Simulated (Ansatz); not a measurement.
# TiAl3: the cost of one run

Program: Ansatz 0.2.0. Level of theory: DFT PBE, scalar-relativistic, plane waves, PAW. These are calculated values, not measurements.

1 further run of the same task is left out (set aside as unsound or not needed).

**1. Starting point**

Symmetry: Pm-3m, No. 221, cubic system. The conventional cell has a = 3.980 Å, b = 3.980 Å, c = 3.980 Å, α = 90.00°, β = 90.00°, γ = 90.00°. Ti (site symmetry m-3m) has 12 Al at 2.81 Å as nearest neighbours. Around Al (site symmetry 4/mmm) lie 4 Ti at 2.81 Å and 8 Al at 2.81 Å.

Structure file:

```cif
data_structure
_symmetry_space_group_name_H-M 'P 1'
_symmetry_Int_Tables_number 1
_cell_length_a 3.9797
_cell_length_b 3.9797
_cell_length_c 3.9797
_cell_angle_alpha 90.000
_cell_angle_beta 90.000
_cell_angle_gamma 90.000
_cell_volume 63.03
loop_
_atom_site_label
_atom_site_type_symbol
_atom_site_fract_x
_atom_site_fract_y
_atom_site_fract_z
_atom_site_occupancy
Ti1 Ti 0.00000 0.00000 0.00000 1
Al1 Al 0.50000 0.50000 0.00000 1
Al2 Al 0.50000 0.00000 0.50000 1
Al3 Al 0.00000 0.50000 0.50000 1
```

It goes back to an entry of the Materials Project, which need not be the stable form.

This cell was relaxed beforehand with the same method: volume 15.76 Å³/atom, gap on the mesh none (metal).

**2. Reference: the perfect crystal in the supercell**

Contents of input.yaml:

```yaml
crystal:
  lattice:
    - [-3.9797267091, 3.9797267091, 3.9797267091]
    - [3.9797267091, -3.9797267091, 3.9797267091]
    - [3.9797267091, 3.9797267091, -3.9797267091]
  atoms:
    - { symbol: Ti, position: [0.5, 0.5, 0.0] }
    - { symbol: Ti, position: [0.0, 0.0, 0.0] }
    - { symbol: Ti, position: [0.0, 0.5, 0.5] }
    - { symbol: Ti, position: [0.5, 0.0, 0.5] }
    - { symbol: Al, position: [0.25, 0.25, 0.5] }
    - { symbol: Al, position: [0.75, 0.75, 0.5] }
    - { symbol: Al, position: [0.75, 0.25, 0.0] }
    - { symbol: Al, position: [0.25, 0.75, 0.0] }
    - { symbol: Al, position: [0.25, 0.5, 0.25] }
    - { symbol: Al, position: [0.75, 0.0, 0.25] }
    - { symbol: Al, position: [0.75, 0.5, 0.75] }
    - { symbol: Al, position: [0.25, 0.0, 0.75] }
    - { symbol: Al, position: [0.5, 0.25, 0.25] }
    - { symbol: Al, position: [0.0, 0.75, 0.25] }
    - { symbol: Al, position: [0.0, 0.25, 0.75] }
    - { symbol: Al, position: [0.5, 0.75, 0.75] }
basis:
  ecutwfc: 420
  xc_grid: 2
kpoints:
  mp_grid: { grid: [5, 5, 5], shift: [0.0, 0.0, 0.0] }
hamiltonian:
  xc: pbe
scf:
  occupations: { method: gaussian, width: 0.1 }
output:
  forces: true
  stress: true
  eigenvalues: true
```

Started as:

```
$ ansatz run input.yaml --threads 4 --pin off --max-ram 10240MiB --backend cpu --events-out ev --progress --plain --runs-dir out
```

**Question.** How long does this run take on 4 threads of Intel Xeon at 2.70GHz, shared host, and how much memory does it need?

About 4.9 s, with a peak of 0.79 GiB.
